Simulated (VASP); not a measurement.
Crystal: Pd.

```xyz
2
Lattice="2.7837 0.0000 0.0000 -1.3918 2.4107 0.0000 0.0000 0.0000 4.6289" Properties=species:S:1:pos:R:3 pbc="T T T"
Pd    0.0000    1.6071    1.1572
Pd    1.3918    0.8036    3.4717
```

This isn't the form of Pd at room conditions, which is fcc.

| Item | Value |
| --- | --- |
| Program | VASP 6.6.1 |
| Task | single point |
| Functional | PBE |
| Potentials or basis | VASP PAW PBE potentials, release 64 (Pd) |
| Cutoff | 520 eV |
| k mesh | 11 × 11 × 6 |
| Occupations | fermi-dirac, width 0.05 eV |
| Spin | no spin polarisation |

On this cell: pressure -1.6 GPa; largest force under 0.003 eV/Å; band gap on the k mesh none (metal or under the smearing width).

The same run follows on a disturbed copy (atoms moved at random, drawn with an rms of 0.05 Å):

```
Pd
1.0
     2.78367    0.00000    0.00000
    -1.39183    2.41072    0.00000
     0.00000    0.00000    4.62889
Pd
2
Direct
  0.32850 0.69168 0.24099
  0.66929 0.34399 0.75873
```

Problem. What changes?

Solution. The energy (extrapolated to zero smearing) moves by +14.3 meV/atom; pressure -0.9 GPa; largest force 0.666 eV/Å; band gap on the k mesh none (metal or under the smearing width).

Forces on the atoms (eV/Å):
```
Pd   0.032 -0.032  0.664
Pd  -0.032  0.032 -0.664
```

Stress tensor (GPa, compression positive):
```
-1.51  0.43  0.16
 0.43 -0.76 -0.14
 0.16 -0.14 -0.54
```
